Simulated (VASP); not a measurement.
# Si (Fd-3m) in VASP: a series of runs

Runs on Si. Level: PBE. Tasks: band structure, Born charges and dielectric tensor.

All numbers are computed with VASP 6.6.1; they aren't measurements. Logs are shortened: lines on timing, memory, paths and dates and some standing lists are left out, and cuts for length are marked.

## 1. The crystal as given

Symmetry: Fd-3m, No. 227, cubic system. Conventional cell: a = 5.470 Å, b = 5.470 Å, c = 5.470 Å, α = 90.00°, β = 90.00°, γ = 90.00°. Around Si (site symmetry -43m) lie 4 Si at 2.37 Å.

## 2. Band structure, PBE

POSCAR reads:

```
Si                                      
1.0
    0.0000000000      2.7348751891      2.7348751891
    2.7348751891      0.0000000000      2.7348751891
    2.7348751891      2.7348751891      0.0000000000
  Si            
     2
Direct
     0.7500000000000000    0.7500000000000000    0.7500000000000000
     0.5000000000000000    0.5000000000000000    0.5000000000000000
```

INCAR.step1 reads:

```
SYSTEM = Si
ALGO = Normal
EDIFF = 1E-7
ENCUT = 520
GGA = PE
ISIF = 2
ISMEAR = 0
LASPH = .True.
LCHARG = .True.
LREAL = .False.
LWAVE = .False.
NBANDS = 11
NELM = 60
PREC = Accurate
SIGMA = 0.02
```

KPOINTS.step1 reads:

```
k-points
0
Gamma
  6 6 6
  0 0 0
```

INCAR.step2 reads:

```
SYSTEM = Si
ALGO = Normal
EDIFF = 1E-7
ENCUT = 520
GGA = PE
ICHARG = 11
ISIF = 2
ISMEAR = 0
LASPH = .True.
LCHARG = .False.
LREAL = .False.
LWAVE = .False.
NBANDS = 11
NELM = 60
PREC = Accurate
SIGMA = 0.05
```

KPOINTS.step2 reads:

```
path GXWKGLUWLK,UX
15
line-mode
reciprocal
 0.0000000000  0.0000000000  0.0000000000  G
 0.5000000000  0.0000000000  0.5000000000  X

 0.5000000000  0.0000000000  0.5000000000  X
 0.5000000000  0.2500000000  0.7500000000  W

 0.5000000000  0.2500000000  0.7500000000  W
 0.3750000000  0.3750000000  0.7500000000  K

 0.3750000000  0.3750000000  0.7500000000  K
 0.0000000000  0.0000000000  0.0000000000  G

 0.0000000000  0.0000000000  0.0000000000  G
 0.5000000000  0.5000000000  0.5000000000  L

 0.5000000000  0.5000000000  0.5000000000  L
 0.6250000000  0.2500000000  0.6250000000  U

 0.6250000000  0.2500000000  0.6250000000  U
 0.5000000000  0.2500000000  0.7500000000  W

 0.5000000000  0.2500000000  0.7500000000  W
 0.5000000000  0.5000000000  0.5000000000  L

 0.5000000000  0.5000000000  0.5000000000  L
 0.3750000000  0.3750000000  0.7500000000  K

 0.6250000000  0.2500000000  0.6250000000  U
 0.5000000000  0.0000000000  0.5000000000  X
```

Potentials or basis: VASP PAW PBE potentials, release 64 (Si).

On the command line:

```console
> cat potpaw_PBE.64/Si/POTCAR > POTCAR
> cp INCAR.step1 INCAR
> cp KPOINTS.step1 KPOINTS
> mpirun -np 1 vasp_std > vasp.out
> cp INCAR.step2 INCAR
> cp KPOINTS.step2 KPOINTS
> mpirun -np 1 vasp_std > vasp.out
```

OUTCAR:

```text
SYSTEM = Si
   EDIFF = 1E-7
   ENCUT = 520
   GGA = PE
   ICHARG = 11
   ISIF = 2
   ISMEAR = 0
   LASPH = .True.
   LREAL = .False.
   NELM = 60
   PREC = Accurate

 ion  position               nearest neighbor table
   1  0.750  0.750  0.750-   2 2.37   2 2.37   2 2.37   2 2.37
   2  0.500  0.500  0.500-   1 2.37   1 2.37   1 2.37   1 2.37

  LATTYP: Found a face centered cubic cell.
 ALAT       =     5.4697503782

  Lattice vectors:

 A1 = (   0.0000000000,   2.7348751891,   2.7348751891)
 A2 = (   2.7348751891,   0.0000000000,   2.7348751891)
 A3 = (   2.7348751891,   2.7348751891,   0.0000000000)

Analysis of symmetry for initial positions (statically):
=====================================================================
 Subroutine PRICEL returns:
 Original cell was already a primitive cell.

 Routine SETGRP: Setting up the symmetry group for a
 face centered cubic supercell.

 Subroutine GETGRP returns: Found 48 space group operations
 (whereof 24 operations were pure point group operations)
 out of a pool of 48 trial point group operations.

The static configuration has the point symmetry T_d .
 The point group associated with its full space group is O_h .

Analysis of symmetry for dynamics (positions and initial velocities):
=====================================================================
 Subroutine PRICEL returns:
 Original cell was already a primitive cell.

 Routine SETGRP: Setting up the symmetry group for a
 face centered cubic supercell.

 Subroutine GETGRP returns: Found 48 space group operations
 (whereof 24 operations were pure point group operations)
 out of a pool of 48 trial point group operations.

The dynamic configuration has the point symmetry T_d .
 The point group associated with its full space group is O_h .

 Subroutine INISYM returns: Found 48 space group operations
 (whereof 24 operations are pure point group operations),
 and found     1 'primitive' translations

----------------------------------------------------------------------------------------

                                     Primitive cell

  volume of cell :      40.9112

  direct lattice vectors                    reciprocal lattice vectors
     0.000000000  2.734875189  2.734875189    -0.182823700  0.182823700  0.182823700
[... 84 lines left out ...]
   IBRION =     -1    ionic relax: 0-MD 1-quasi-New 2-CG
   NFREE  =      0    steps in history (QN), initial steepest desc. (CG)
   ISIF   =      2    stress and relaxation
   ISYM   =      2    0-nonsym 1-usesym 2-fastsym
   POTIM  = 0.5000    time-step for ionic-motion
   TEBEG  =    0.0;   TEEND  =   0.0 temperature during run
   PSTRESS=    0.0 pullay stress
   NELECT =       8.0000    total number of electrons
   NUPDOWN=      -1.0000    fix difference up-down
   EMIN   =  10.00;   EMAX   =-10.00  energy-range for DOS
   EFERMI =   0.00;   METHOD = LEGACY
   ISMEAR =     0;   SIGMA  =   0.05  broadening in eV -4-tet -1-fermi 0-gaus
   EFERMI_NEDOS =   21; number of points for ismear=-14 and -15
   IALGO  =     38    algorithm
   IMIX   =      4    mixing-type and parameters
     AMIX     =   0.40;   BMIX     =  1.00
     AMIX_MAG =   1.60;   BMIX_MAG =  1.00
  volume/ion in A,a.u.               =      20.46       138.04
  Fermi-wavevector in a.u.,A,eV,Ry     =   0.950220  1.795655 12.284935  0.902917
  Thomas-Fermi vector in A             =   2.078576
   LORBIT       =      0    0 simple, 1 ext, 2 COOP (PROOUT), +10 PAW based schemes
   GGA     = PE    functional components
   LHFCALC =     F    Hartree Fock is set to
   AEXX    =    0.0000 exact exchange contribution
   IVDW    =     0    specifies the selected vdW correction
   LEPSILON=     F    determine dielectric tensor
   LRPA    =     F    only Hartree local field effects (RPA)
 non-spin polarized calculation
 Gauss-broadening in eV      SIGMA  =   0.05
  energy-cutoff  :      520.00
  volume of cell :       40.91
 maximum number of plane-waves:      1124
 NGX is ok and might be reduce to    30

 number of electron       8.0000001 magnetization

 Free energy of the ion-electron system (eV)
  ---------------------------------------------------
  ext. energy  EPLUGINS =         0.00000000
  ---------------------------------------------------
  free energy    TOTEN  =       -11.02235361 eV

  energy without entropy =      -11.02235361  energy(sigma->0) =      -11.02235361

 E-fermi :   5.8381     XC(G=0):  -9.3202

 val. band max:        5.6184939871   @ k =   0.0000   0.0000   0.0000
 cond. band min:       6.2282645451   @ k =   0.4286   0.0000   0.4286
 fundamental gap:      0.6097705580
 Fermi energy:         5.8380941364

 k-point     1 :       0.0000    0.0000    0.0000
  band No.  band energies     occupation
      1      -6.1939      2.00000
      2       5.6185      2.00000
      3       5.6185      2.00000
      4       5.6185      2.00000
      5       8.1719      0.00000
      6       8.1719      0.00000
      7       8.1719      0.00000
      8       8.7466      0.00000
      9      13.3233      0.00000
     10      13.3233      0.00000
     11      13.4937      0.00000
[... 309 lines left out ...]
 k-point    24 :       0.5000    0.1429    0.6429
  band No.  band energies     occupation
      1      -2.0358      2.00000
      2      -2.0358      2.00000
      3       2.1781      2.00000
      4       2.1781      2.00000
      5       7.9172      0.00000
      6       7.9172      0.00000
      7      12.9087      0.00000
      8      12.9087      0.00000
      9      16.0644      0.00000
     10      16.0644      0.00000
     11      18.3652      0.00000

 [... further k-points ...]

------------------------ aborting loop because EDIFF is reached ----------------------------------------

  FORCE on cell =-STRESS in cart. coord.  units (eV):
  Direction    XX          YY          ZZ          XY          YZ          ZX
  --------------------------------------------------------------------------------------
  -------------------------------------------------------------------------------------
  Total       -0.2629158     -0.2629158     -0.2629158      0.0000000      0.0000000      0.0000000
  in kB      -10.2963830    -10.2963830    -10.2963830      0.0000000      0.0000000      0.0000000
  external PRESSURE =     -10.2963830 kB  Pullay stress =       0.0000000 kB

 VOLUME and BASIS-vectors are now :
 -----------------------------------------------------------------------------
  energy-cutoff  :      520.00
  volume of cell :       40.91
      direct lattice vectors                 reciprocal lattice vectors
     0.000000000  2.734875189  2.734875189    -0.182823700  0.182823700  0.182823700
     2.734875189  0.000000000  2.734875189     0.182823700 -0.182823700  0.182823700
     2.734875189  2.734875189  0.000000000     0.182823700  0.182823700 -0.182823700

 POSITION                                       TOTAL-FORCE (eV/Angst)
 -----------------------------------------------------------------------------------
      4.10231      4.10231      4.10231         0.000000      0.000000      0.000000
      2.73488      2.73488      2.73488        -0.000000     -0.000000     -0.000000
 -----------------------------------------------------------------------------------
    total drift:                                0.000000     -0.000000     -0.000000

  FREE ENERGIE OF THE ION-ELECTRON SYSTEM (eV)
  ---------------------------------------------------
  free  energy   TOTEN  =       -11.0223536074 eV

  energy  without entropy=      -11.0223536073  energy(sigma->0) =      -11.02235361
```

OSZICAR.step1:

```text
N       E                     dE             d eps       ncg     rms          rms(c)
DAV:   1     0.774671047556E+01    0.77467E+01   -0.31838E+03   352   0.581E+02
DAV:   2    -0.104433741717E+02   -0.18190E+02   -0.17579E+02   462   0.844E+01
DAV:   3    -0.109939289182E+02   -0.55055E+00   -0.54821E+00   465   0.130E+01
DAV:   4    -0.109979313483E+02   -0.40024E-02   -0.40019E-02   425   0.141E+00
DAV:   5    -0.109979721688E+02   -0.40820E-04   -0.40820E-04   434   0.135E-01    0.476E+00
DAV:   6    -0.108796433487E+02    0.11833E+00   -0.65649E-02   400   0.106E+00    0.290E+00
DAV:   7    -0.108247362085E+02    0.54907E-01   -0.12910E-01   406   0.160E+00    0.168E-01
DAV:   8    -0.108260981826E+02   -0.13620E-02   -0.58376E-03   403   0.411E-01    0.801E-02
DAV:   9    -0.108263240205E+02   -0.22584E-03   -0.21763E-04   458   0.889E-02    0.580E-02
DAV:  10    -0.108263492035E+02   -0.25183E-04   -0.21339E-05   402   0.268E-02    0.492E-03
DAV:  11    -0.108263500508E+02   -0.84735E-06   -0.21853E-06   445   0.769E-03    0.315E-03
DAV:  12    -0.108263501962E+02   -0.14541E-06   -0.46003E-07   388   0.422E-03    0.190E-03
DAV:  13    -0.108263502452E+02   -0.49035E-07   -0.41309E-09   257   0.449E-04
   1 F= -.10826350E+02 E0= -.10826350E+02  d E =-.366070E-12
```

Wall time 50 s (1 thread of Intel Xeon Platinum 8259CL at 2.50GHz (Skylake/Cascade Lake), shared host); peak memory 0.18 GiB.

Results:

```
Band gap on the k mesh  : 0.75 eV, indirect (least direct gap 2.55 eV)
Band gap along the path : 0.61 eV, indirect (least direct gap 2.55 eV)
```

Levels at the corners of the path, in eV from the valence-band top:
| point | band 1 | band 2 | band 3 | band 4 | band 5 | band 6 | band 7 | band 8 | band 9 |
| --- | --- | --- | --- | --- | --- | --- | --- | --- | --- |
| Γ | -11.81 | 0.00 | 0.00 | 0.00 | 2.55 | 2.55 | 2.55 | 3.13 | 7.70 |
| X | -7.75 | -7.75 | -2.79 | -2.79 | 0.75 | 0.75 | 9.93 | 9.93 | 10.90 |
| X | -7.75 | -7.75 | -2.79 | -2.79 | 0.75 | 0.75 | 9.93 | 9.93 | 10.90 |
| W | -7.59 | -7.59 | -3.76 | -3.76 | 4.27 | 4.27 | 4.93 | 4.93 | 10.45 |
| W | -7.59 | -7.59 | -3.76 | -3.76 | 4.27 | 4.27 | 4.93 | 4.93 | 10.45 |
| K | -8.16 | -7.16 | -4.20 | -2.38 | 1.23 | 4.11 | 7.38 | 7.91 | 8.08 |
| K | -8.16 | -7.16 | -4.20 | -2.38 | 1.23 | 4.11 | 7.38 | 7.91 | 8.08 |
| Γ | -11.81 | 0.00 | 0.00 | 0.00 | 2.55 | 2.55 | 2.55 | 3.13 | 7.70 |
| Γ | -11.81 | 0.00 | 0.00 | 0.00 | 2.55 | 2.55 | 2.55 | 3.13 | 7.70 |
| L | -9.53 | -6.87 | -1.18 | -1.18 | 1.46 | 3.35 | 3.35 | 7.70 | 10.49 |
| L | -9.53 | -6.87 | -1.18 | -1.18 | 1.46 | 3.35 | 3.35 | 7.70 | 10.49 |
| U | -8.16 | -7.16 | -4.20 | -2.38 | 1.23 | 4.11 | 7.38 | 7.91 | 8.08 |
| U | -8.16 | -7.16 | -4.20 | -2.38 | 1.23 | 4.11 | 7.38 | 7.91 | 8.08 |
| W | -7.59 | -7.59 | -3.76 | -3.76 | 4.27 | 4.27 | 4.93 | 4.93 | 10.45 |
| W | -7.59 | -7.59 | -3.76 | -3.76 | 4.27 | 4.27 | 4.93 | 4.93 | 10.45 |
| L | -9.53 | -6.87 | -1.18 | -1.18 | 1.46 | 3.35 | 3.35 | 7.70 | 10.49 |
| L | -9.53 | -6.87 | -1.18 | -1.18 | 1.46 | 3.35 | 3.35 | 7.70 | 10.49 |
| K | -8.16 | -7.16 | -4.20 | -2.38 | 1.23 | 4.11 | 7.38 | 7.91 | 8.08 |
| U | -8.16 | -7.16 | -4.20 | -2.38 | 1.23 | 4.11 | 7.38 | 7.91 | 8.08 |
| X | -7.75 | -7.75 | -2.79 | -2.79 | 0.75 | 0.75 | 9.93 | 9.93 | 10.90 |

Caveat: the log is that of the step along the path at fixed density, whose energy, stress, charges and moments have no meaning; the mesh misses the band edges, which the band path finds closer together.

## 3. Born charges and dielectric tensor, PBE

INCAR reads:

```
SYSTEM = Si
PREC = Accurate
ENCUT = 520
EDIFF = 1E-8
ISMEAR = 0
SIGMA = 0.02
LREAL = .False.
LASPH = .True.
NELM = 60
ALGO = Normal
ISIF = 2
LWAVE = .False.
LCHARG = .False.
GGA = PE
LEPSILON = .True.
IBRION = 8
NSW = 1
```

KPOINTS reads:

```
regular mesh
0
Gamma
  6 6 6
  0 0 0
```

POSCAR is that of step 2.

Potentials or basis: VASP PAW PBE potentials, release 64 (Si).

On the command line:

```console
> cat potpaw_PBE.64/Si/POTCAR > POTCAR
> mpirun -np 1 vasp_std > vasp.out
```

OUTCAR:

```text
SYSTEM = Si
   PREC = Accurate
   ENCUT = 520
   EDIFF = 1E-8
   ISMEAR = 0
   LREAL = .False.
   LASPH = .True.
   NELM = 60
   ISIF = 2
   GGA = PE
   LEPSILON = .True.
   IBRION = 8
   NSW = 1

 ion  position               nearest neighbor table
   1  0.750  0.750  0.750-   2 2.37   2 2.37   2 2.37   2 2.37
   2  0.500  0.500  0.500-   1 2.37   1 2.37   1 2.37   1 2.37

  LATTYP: Found a face centered cubic cell.
[... 493 lines left out ...]
      2.734875  2.734875  2.734875     0.000000    0.707107    0.000000
[... 21 lines left out ...]
   6 f  =    0.000000 THz     0.000000 2PiTHz    0.000000 cm-1     0.000000 meV
             X         Y         Z           dx          dy          dz
      4.102313  4.102313  4.102313     0.000000    0.000000    0.707107
      2.734875  2.734875  2.734875     0.000000    0.000000    0.707107

--------------------------------------------------------------------------------------------------------

 MACROSCOPIC STATIC DIELECTRIC TENSOR IONIC CONTRIBUTION
 ------------------------------------------------------
           0.000000     0.000000     0.000000
           0.000000     0.000000     0.000000
           0.000000     0.000000     0.000000
 ------------------------------------------------------

 ELASTIC MODULI CONTR FROM IONIC RELAXATION (kBar)
 Direction    XX          YY          ZZ          XY          YZ          ZX
 --------------------------------------------------------------------------------
 XX          -0.0000      0.0000      0.0000      0.0000      0.0000      0.0000
 YY           0.0000     -0.0000     -0.0000      0.0000      0.0000      0.0000
 ZZ           0.0000     -0.0000     -0.0000      0.0000      0.0000      0.0000
 XY           0.0000      0.0000      0.0000   -220.5271      0.0000     -0.0000
 YZ           0.0000      0.0000      0.0000      0.0000   -220.5271      0.0000
 ZX           0.0000      0.0000      0.0000     -0.0000      0.0000   -220.5271
 --------------------------------------------------------------------------------

 PIEZOELECTRIC TENSOR IONIC CONTR  for field in x, y, z        (C/m^2)
          XX          YY          ZZ          XY          YZ          ZX
  --------------------------------------------------------------------------------
  x     0.00000     0.00000     0.00000     0.00000     0.00000     0.00000
  y     0.00000    -0.00000    -0.00000     0.00000    -0.00000     0.00000
  z    -0.00000    -0.00000    -0.00000     0.00000     0.00000     0.00000
```

OSZICAR:

```text
N       E                     dE             d eps       ncg     rms          rms(c)
DAV:   1     0.103363952967E+02    0.10336E+02   -0.34678E+03   256   0.807E+02
DAV:   2    -0.107370970548E+02   -0.21073E+02   -0.20537E+02   432   0.879E+01
DAV:   3    -0.109963820964E+02   -0.25929E+00   -0.25929E+00   296   0.128E+01
[... 12 lines left out ...]
RMM:   7    -0.173722088464E-01    0.13502E-05   -0.21847E-06  1208   0.982E-04    0.764E-05
RMM:   8    -0.173722325354E-01   -0.23689E-07   -0.30023E-07  1269   0.131E-04    0.460E-05
RMM:   9    -0.173720675848E-01    0.16495E-06    0.25608E-07  1212   0.991E-05    0.789E-06
RMM:  10    -0.173721377419E-01   -0.70157E-07    0.29959E-08  1299   0.135E-05    0.418E-06
RMM:  11    -0.173721199403E-01    0.17802E-07    0.54238E-08  1213   0.789E-06    0.726E-07
RMM:  12    -0.173721285325E-01   -0.85923E-08   -0.47773E-09  1030   0.205E-06    0.665E-07
 Linear response finished
```

Run time: 1.9 min. Hardware: 1 thread of Intel Xeon Platinum 8259CL at 2.50GHz (Skylake/Cascade Lake), shared host; peak memory 0.19 GiB.

Results:

| Item | Value |
| --- | --- |
| Band gap on the k mesh | 0.75 eV, indirect (least direct gap 2.55 eV) |
| Electronic dielectric tensor (diagonal) | 16.42 |
| Born charges (mean of the diagonal) | Si +0.00 e |
| Highest phonon frequency at Γ | 504 cm⁻¹ |

Phonon frequencies in cm⁻¹ (negative: imaginary):
| q point | frequencies |
| --- | --- |
| (0.000, 0.000, 0.000) | 0 0 0 504 504 504 |

Electronic dielectric tensor:
```
16.42  0.00  0.00
 0.00 16.42  0.00
 0.00  0.00 16.42
```

Born effective charge tensors (e):
atom 1, Si
```
0.00 0.00 0.00
0.00 0.00 0.00
0.00 0.00 0.00
```
atom 2, Si
```
0.00 0.00 0.00
0.00 0.00 0.00
0.00 0.00 0.00
```
